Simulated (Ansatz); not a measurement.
NaCl (zincblende), relaxed with r2SCAN: the symmetry is F-43m (No. 216, cubic); conventional cell a = 6.175 Å, 29.43 Å³ an atom. Around Na lie 4 Cl at 2.67 Å; around Cl lie 4 Na at 2.67 Å. One-shot G0W0@PBE in Ansatz 0.2.0 on a 4×4×4 mesh (contour deformation, no spin-orbit coupling), from a PBE gap of 4.942 eV over the mesh points (the G0W0 gap is direct on the mesh); the number N of bands summed and the screening cutoff rise together. (Calculated; spin-unpolarised; the phase may be known or hypothetical.)

```
  N  cutoff (eV)  1000/N  G0W0 gap (eV)
103           80   9.709          7.756
229          140   4.367          7.936
```

Q: Lay a straight line in 1000/N through these rows.

A: The slope is -0.0337 eV per unit of 1000/N and the intercept 8.083 eV.

Q: Predict the gap at N = 414 (210 eV).

A: 8.083 + (-0.0337) × 2.415 = 8.002 eV; the run gives 8.042 eV, +0.040 eV from the line.

Q: With that run's result added, what limit do the last two rows suggest?

A: Their slope is (8.042 − 7.936)/(2.415 − 4.367) = -0.0543, which meets 1/N = 0 at 8.17 eV, against 8.083 eV from the first line. The slope steepens, so 1/N isn't yet asymptotic and the true limit probably lies higher still; the k mesh isn't extrapolated.
